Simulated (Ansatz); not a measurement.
Given:

```xyz
19
Lattice="2.9286 5.8573 2.9286 2.9286 -5.8573 2.9286 5.8573 2.9286 -2.9286" Properties=species:S:1:pos:R:3 pbc="T T T"
Sr     5.8694    -0.0055    -0.0024
Sr     0.0051     0.0035    -0.0071
Sr     2.9396     2.9274    -0.0033
Sr     5.8629     5.8607    -0.0057
Sr     2.9365    -0.0023     2.9269
Sr     5.8661     2.9303     2.9254
F      7.3300     1.4602     1.4620
F      1.4622     1.4729     1.4720
F      4.3896     4.3868     1.4509
F      4.4077     1.4738    -1.4794
F      4.4032     1.4622     4.3889
F      4.4160    -1.4737     1.4687
F      7.3319    -1.4647     1.4594
F      1.4643    -1.4767     1.4696
F      4.4140     1.4738     1.4694
F      7.3420     4.3822     1.4506
F      4.3966    -1.4604     4.3887
F      7.3186     1.4745     4.3823
H      2.9361     0.0059    -0.0017
```

Spin-polarised, with starting moments of sign Sr0 Sr0 Sr0 Sr0 Sr0 Sr0 F0 F+ F+ F+ F0 F+ F0 F+ F+ F+ F0 F+ H+.

Computed with Kohn–Sham DFT with the PBE functional, run in Ansatz (a program for electronic structure) with PAW and 420 eV plane waves, without spin-orbit coupling. Γ-centred 4×4×4 mesh, Fermi–Dirac width 0.01 eV.

Task: Estimate the total moment of the cell.

Result: 1.0 μB.

Task: What is the computed gap of the supercell?

Result: 3.39 eV.

Task: What is the computed pressure?

Result: 0.4 GPa.

The magnetic state is the one reached from the starting moments; the real material's order can differ, and small cells can't hold many antiferromagnetic ones. In so small a cell the defect repeats every few ångströms: this is an ordered compound, not a dilute defect. Where the two band edges lie in opposite spin channels, the gap is a spin-flip gap. The cell was made from SrF₂ in the fluorite structure (space group Fm-3m, No. 225) by this change: H interstitial (started 2.54 Å from the nearest host atom). The defect cell is spin-polarised and ends with 1.0 μB.
